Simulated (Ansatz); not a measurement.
A surface is cut from this relaxed crystal of PtSe2:

```cif
data_structure
_symmetry_space_group_name_H-M 'P-3m1'
_symmetry_Int_Tables_number 164
_cell_length_a 3.7607
_cell_length_b 3.7607
_cell_length_c 4.8633
_cell_angle_alpha 90.000
_cell_angle_beta 90.000
_cell_angle_gamma 120.000
_cell_volume 59.57
loop_
_atom_site_label
_atom_site_type_symbol
_atom_site_symmetry_multiplicity
_atom_site_Wyckoff_symbol
_atom_site_fract_x
_atom_site_fract_y
_atom_site_fract_z
_atom_site_occupancy
Pt1 Pt 1 a 0.00000 0.00000 0.00000 1
Se1 Se 2 d 0.33333 0.66667 0.26068 1
```

Miller indices refer to the conventional cell of P-3m1 (No. 164), a = 3.761 Å, b = 3.761 Å, c = 4.863 Å, α = 90.00°, β = 90.00°, γ = 120.00°.

The (012) slab of 17 planes, 11.0 Å thick with 15 Å of vacuum as cut; outer planes Se (top) and Se (bottom).

These are results of DFT PBEsol, scalar-relativistic, plane waves, PAW in Ansatz 0.2.0, not measurements. Cutoff 420 eV; k points 9×5×1 on the computed 17-atom cell (Γ-centred); Gaussian smearing, width 0.10 eV; no spin polarisation. A dipole correction removes the field between periodic images along c.

The slab isn't stoichiometric (Pt5Se12), so its surface energy depends on the chemical potentials; it is given with the excess atoms taken from the element's standard state, a limit at which the compound may itself be unstable, so the figure can be too low. The work function read from the bulk's Fermi level differs by 0.29 eV, so the slab's middle doesn't match the bulk reference (too thin, or relaxed to another structure or magnetic state). The slab's middle planes relax by over 3 % too, so it holds no bulk-like region.

Results for the relaxed slab:

```json
{
  "Surface energy with the excess atoms taken from the elements": "1.03 J/m²",
  "Work function": "5.20 eV"
}
```

Relaxation lowers the energy by 0.505 J/m² a face; the largest move is 0.489 Å.

| plane (bottom to top) | atoms | spacing to next, bulk (Å) | relaxed (Å) | change (%) |
| --- | --- | --- | --- | --- |
| 1 | Se | 1.216 | 0.738 | -39.3 |
| 2 | Se | 0.366 | 0.495 | +35.0 |
| 3 | Pt | 0.366 | -0.038 | -110.4 |
| 4 | Se | 1.216 | 1.126 | -7.4 |
| 5 | Se | 0.366 | 0.675 | +84.2 |
| 6 | Pt | 0.366 | 0.485 | +32.5 |
| 7 | Se | 1.216 | 1.254 | +3.2 |
| 8 | Se | 0.366 | 0.258 | -29.5 |
| 9 | Pt | 0.366 | 0.258 | -29.5 |
| 10 | Se | 1.216 | 1.254 | +3.2 |
| 11 | Se | 0.366 | 0.485 | +32.5 |
| 12 | Pt | 0.366 | 0.675 | +84.2 |
| 13 | Se | 1.216 | 1.126 | -7.4 |
| 14 | Se | 0.366 | -0.038 | -110.4 |
| 15 | Pt | 0.366 | 0.495 | +35.0 |
| 16 | Se | 1.216 | 0.738 | -39.3 |
| 17 | Se |  |  |  |

Spin-orbit coupling is left out, which matters for the bands of heavy elements.